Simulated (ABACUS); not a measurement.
# W: equation of state with PBE

The system is W.

```
W
1.0
    -1.58234    1.58234    1.58234
     1.58234   -1.58234    1.58234
     1.58234    1.58234   -1.58234
W
1
Cartesian
  0.0000 0.0000 0.0000
```

```
Program             : ABACUS 3.10.1
Task                : equation of state
Functional          : PBE
Potentials or basis : PseudoDojo NC SR 0.5 PBE standard
Cutoff              : 1361 eV
Density cutoff      : 5442 eV
Basis               : DZP LCAO (the cutoffs set its grid)
k mesh              : 11 × 11 × 11
Occupations         : fermi-dirac, width 0.05 eV
Spin                : no spin polarisation
```

```
Equilibrium volume                      : 16.22 Å³/atom
Bulk modulus                            : 303 GPa
Pressure derivative of the bulk modulus : 4.0 (rough: it moves with the points fitted)
```

Energy against volume, from the lowest point:
```tsv
volume (Å³/atom)	energy (meV/atom)
14.897	118.25
15.531	29.98
16.165	0.00
16.798	17.92
```

All runs of the series together: 19 s on 4 threads of AMD EPYC 7R13 Processor (Zen 3), on a shared host.

Caveat: the atomic orbitals were generated for these runs and aren't a published set; the basis of atomic orbitals isn't converged, which shifts pressures, moduli and gaps. PBE usually gives volumes a little too large and moduli too small.
